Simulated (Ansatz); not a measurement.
The elements of this relaxed trial crystal are hidden behind letters.

```
lattice vectors (Å)
   0.0000    2.6803    2.6803
   2.6803    0.0000    2.6803
   2.6803    2.6803    0.0000
fractional positions
X 0.5000 0.5000 0.5000
Z 0.0000 0.0000 0.0000
```

Computed with Ansatz, DFT PBE, scalar-relativistic, plane waves, PAW. The final run on the 2-atom cell used 420 eV, a Γ-centred 18×18×18 mesh, 0.10 eV smearing and no spin polarisation.

- Space group: Fm-3m (No. 225)
- Conventional cell: a = 5.361 Å
- Volume per atom: 19.26 Å³
- Density: 5.89 g/cm³
- Energy over the elements: +0.15 eV/atom
- Gap on the 18×18×18 mesh of the 2-atom cell: 0 eV (a metal)

Energies are uncorrected and count from the elements' standard states at the same level.

Question: X is an s-block element of period 2 and Z is a p-block element of period 5. Which elements are they?

Answer: X = Be, Z = Te, so the formula is BeTe, here in the rock salt type. Density times volume gives a mean mass of 5.89 × 19.26/1.6605 = 68.3 u per atom, and this set has 68.3 u. Among the elements that the hints allow, noble gases aside, only these give it. Around Be lie 6 Te at 2.68 Å; Te has 6 Be at 2.68 Å.

Spin–orbit coupling, which can matter for Te, is left out. A structure relaxed within its symmetry needn't be a true minimum.
